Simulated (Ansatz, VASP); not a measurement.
## Two plane-wave programs on TaN

The input INCAR:

```
SYSTEM = TaN
PREC = Accurate
ENCUT = 520
EDIFF = 1E-6
ISMEAR = -1
SIGMA = 0.05
LREAL = .FALSE.
LASPH = .TRUE.
NELM = 100
ALGO = Normal
ISIF = 2
LWAVE = .FALSE.
LCHARG = .FALSE.
GGA = PE
NBANDS = 15
```

KPOINTS

```
regular mesh
0
G
  10 10 10
  0 0 0
```

POSCAR

```
TaN
1.0
    2.7323076900      0.0000000000      0.0000000000
    0.0000000000      2.7323076900      0.0000000000
    0.0000000000      0.0000000000      2.7323076900
Ta N
1 1
Direct
    0.0120460000      0.0025660000     -0.0034260000
    0.4848290000      0.5021200000      0.5003400000
```

input.yaml

```yaml
crystal:
  lattice:
    - [2.73230769, 0.0, 0.0]
    - [0.0, 2.73230769, 0.0]
    - [0.0, 0.0, 2.73230769]
  atoms:
    - { symbol: Ta, position: [0.012046, 0.002566, -0.003426] }
    - { symbol: "N", position: [0.484829, 0.50212, 0.50034] }
hamiltonian:
  xc: pbe
  pseudopotentials: { kind: paw }
kpoints:
  mp_grid: { grid: [10, 10, 10] }
scf:
  occupations: { method: fermi_dirac, width: 0.05 }
output:
  forces: true
  stress: true
  eigenvalues: true
  write_density: true
  write_potential: true
  elf: true
  volumetric_format: npy
```

Change from the starting cell: atoms moved at random, drawn with an rms of 0.05 Å.

Alike in both runs: task single point; functional PBE; k mesh 10 × 10 × 10; occupations fermi-dirac, width 0.05 eV; no spin polarisation.

|  | VASP | Ansatz |
| --- | --- | --- |
| version | VASP 6.6.1 | Ansatz 0.2.0 |
| potentials or method | VASP PAW PBE potentials, release 64 (Ta_pv, N) | Ansatz PAW |
| plane-wave cutoff (eV) | 520 | 420 |
| valence electrons in the cell | 16 | 18 |

```tsv
	VASP	Ansatz	Ansatz less VASP
gap on the k mesh at the Fermi level (eV)	none	none	-
pressure (GPa)	7.5	6.7	-0.80
largest component of the traceless stress (GPa)	0.37	0.38	+0.006
rms of the force components (eV/Å)	0.196	0.191	-0.0044
```

Atom by atom the forces differ by 0.004 eV/Å (rms over components). A gap of «none» marks a metal or a gap that the smearing closes. The two sets of potentials don't hold the same shells in valence.

Caveats: the pressure holds a Pulay correction of +0.5 GPa for the finite cutoff (Ansatz). Spin-orbit coupling is left out, which matters for the levels of Ta.
